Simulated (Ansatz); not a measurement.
Crystal: VH2.

```
V H
1.0
     0.00000    2.13550    2.13550
     2.13550    0.00000    2.13550
     2.13550    2.13550    0.00000
V H
1 2
Direct
  0.00000 0.00000 0.00000
  0.75000 0.75000 0.75000
  0.25000 0.25000 0.25000
```

Program: Ansatz 0.2.0. Alike in all runs: task band structure; level r2SCAN+U; potentials or basis Ansatz PAW; spin collinear, ferromagnetic start; cell as given; k mesh 11 × 11 × 11; cutoff (eV) 500; smearing fermi-dirac 0.05 eV. Hardware: 2 threads of Arm Neoverse V1, with other jobs on the host.

Question: Order these runs on this cell by their wall time, lowest first.
A. U V d U = 3 eV
B. U V d U = 1 eV
C. U V d U = 5 eV

Answer: B (9.1 s), A (27 s), C (93 s).

Caveats: the magnetic or orbital state may not be the lowest; the U is typed as a test and isn't derived for this compound.
